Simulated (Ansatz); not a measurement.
GeO₂ (rutile, P4_2/mnm), LDA (plane waves, PAW; program Ansatz). The conduction-band minimum lies at Γ, with 1 equivalent valley. Second derivatives d²E/dk² of the lowest band at one valley (eV·Å²), along Cartesian directions:

```csv
direction,d²E/dk²
[100],27.68
[010],27.68
[001],34.00
[110],27.68
[101],30.84
[011],30.84
```

Task: Find the principal effective masses, the density-of-states mass and the conductivity mass.

Result: Off-diagonal terms follow from H_xy = H[110] − (H_xx + H_yy)/2, and m*/mₑ = 7.620 eV·Å² over each eigenvalue: 0.22, 0.28, 0.28. One valley's DOS mass (m₁m₂m₃)^(1/3) = 0.26, conductivity mass 3/(Σ 1/mᵢ) = 0.26 mₑ.

Task: What effective density of states Nc follows at 300 K for parabolic valleys?

Result: Nc = 2.509e19 × 1 × (0.26)^(3/2) ≈ 3.3e18 cm⁻³.

Task: With the computed static dielectric constant 13.2 (mean of the diagonal), estimate a hydrogenic donor's binding energy and radius.

Result: E = 13.606 eV × 0.26/13.2² ≈ 20 meV; a = 0.529 Å × ε/m* ≈ 27 Å. Semilocal masses tend to be too small where the gap is.

The cell was relaxed with LDA under the symmetry of its start; phonons on a q-mesh show no instability. Spin–orbit coupling is left out wherever it is not named.

Potentials: the later of the program's two PAW sets.
